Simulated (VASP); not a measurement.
Wanted: the native input for a VASP 6.6.1 run.

```
Task                   : single point
Functional             : PBE
Potentials or basis    : VASP PAW PBE potentials, release 64 (Ge_d)
Cutoff                 : 520 eV
k mesh                 : 8 × 8 × 8
Occupations            : gaussian, width 0.028 eV
Spin                   : no spin polarisation
Further INCAR settings : ALGO = Normal; EDIFF = 1e-06
```

The structure of Ge lies in POSCAR:

```
Ge
1.0
    0.0000000000      2.8289100000      2.8289100000
    2.8289100000      0.0000000000      2.8289100000
    2.8289100000      2.8289100000      0.0000000000
Ge
2
Direct
    0.7500000000      0.7500000000      0.7500000000
    0.5000000000      0.5000000000      0.5000000000
```

One way to write it, as run:

INCAR

```
PREC     = Accurate       # precision mode
ENCUT    = 520            # plane-wave cutoff, eV
EDIFF    = 1E-6           # SCF threshold, eV
ISMEAR   = 0              # smearing method
SIGMA    = 0.028000000000000004 # smearing width, eV
LREAL    = False          # projectors in reciprocal space
LASPH    = True           # aspherical terms in the spheres
NELM     = 60             # most SCF steps
ALGO     = Normal         # electronic algorithm
ISIF     = 2              # what is computed and relaxed
LWAVE    = False          # write WAVECAR
LCHARG   = False          # write CHGCAR
GGA      = PE             # functional
```

KPOINTS

```
regular mesh
0
Gamma
  8 8 8
```

Potentials or basis: VASP PAW PBE potentials, release 64 (Ge_d).

Run with:

```bash
$ cat potpaw_PBE.64/Ge_d/POTCAR > POTCAR
$ mpirun -np 1 vasp_std > vasp.out
```

It gave:

The pressure is 3.5 GPa and the band gap on the k mesh is 0.03 eV, direct.

Wall time 19 s on 1 thread of Intel(R) Xeon(R) Platinum 8259CL CPU @ 2.50GHz (Skylake/Cascade Lake), with other jobs on the host, peak memory 0.17 GiB.
